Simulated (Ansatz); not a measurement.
**TaSi$_{2}$: pressure against volume**

TaSi$_{2}$, P6_422, a = 4.780 Å, c = 6.555 Å. The structure is a COD entry; whether it is the stable form wasn't checked. Ansatz: r2SCAN, PAW, 500 eV, Γ-centred 12×12×6 mesh on 9 atoms, Gaussian smearing 0.10 eV; no spin polarisation. Shape and atoms are relaxed at each volume; pressure is positive in compression.

| V (Å³/atom) | P (GPa) |
| --- | --- |
| 12.682 | ? |
| 13.114 | 22.39 |
| 13.546 | 13.70 |
| 13.979 | 6.29 |
| 14.411 | -0.02 |
| 14.843 | -5.40 |
| 15.276 | -9.96 |
| 15.852 | -14.98 |

Q: Take V0 = 14.411 Å³/atom, count pressures from its P0 = -0.02 GPa, fit the third-order Birch–Murnaghan form to the other rows, and predict the missing pressure.

A: With the Eulerian strain f = ½[(V0/V)^(2/3) − 1] and y = (P − P0)/[3f(1 + 2f)^(5/2)], the form is the line y = B0 + 1.5 B0 (B0′ − 4) f. Rows (f, y): 0.03245, 196.7; 0.02107, 195.8; 0.01025, 195.1; -0.00975, 193.2; -0.01906, 191.6; -0.03078, 189.9. Means f = 0.0006967, y = 193.72; Σ(Δf)² = 0.003005, ΣΔfΔy = 0.3177; the slope is their ratio. y = 193.6 + 105.7 f GPa, so B0 = 193.6 GPa and B0′ = 4 + 2 × (105.7)/(3 × 193.6) = 4.36. At V = 12.682, f = 0.04447, y = 198.30 and P = 32.72 GPa. The run gave 32.59 GPa, so the fit is 0.13 GPa too high, a small miss on the scale of the series.

Spin–orbit coupling is left out, which can shift energies with elements as heavy as these.